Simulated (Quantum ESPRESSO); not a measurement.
WC in Quantum ESPRESSO: the effect of functional

WC:

```xyz
2
Lattice="0.0000 2.1927 2.1927 2.1927 0.0000 2.1927 2.1927 2.1927 0.0000" Properties=species:S:1:pos:R:3 pbc="T T T"
W     0.0000    0.0000    0.0000
C     2.1927    2.1927    2.1927
```

Measurements of this composition are mostly on another form, of space group No. 187.

Alike in all runs:

- Program: Quantum ESPRESSO 7.5
- Task: phonons
- Cutoff: 762 eV
- Density cutoff: 6095 eV
- k mesh: 7 × 7 × 7
- Occupations: cold, width 0.2 eV
- Spin: no spin polarisation

Each run relaxes the cell or the atoms first.

**Question.** One run gave: relaxed volume 10.12 Å³/atom; highest phonon frequency 442 cm⁻¹. Which functional did it use?
A. PBEsol
B. PW91
C. LDA
D. revPBE
E. vdW-DF-cx

**Answer.** C.

```tsv
functional	potentials or basis	relaxed volume (Å³/atom)	highest phonon frequency (cm⁻¹)
LDA	GBRV 1.5 LDA	10.12	442
PBEsol	GBRV 1.5 PBEsol	10.27	435
PW91	GBRV 1.5 PBE	10.54	400
revPBE	GBRV 1.5 PBE	10.58	397
RPBE	GBRV 1.5 PBE	10.60	394
vdW-DF-cx	GBRV 1.5 PBE	10.34	432
```

Caveats: the mesh is thin for the phonons of a metal; the potentials were made for another functional, which shifts forces and pressure (some runs).

Runs at the PBE level aren't shown here.
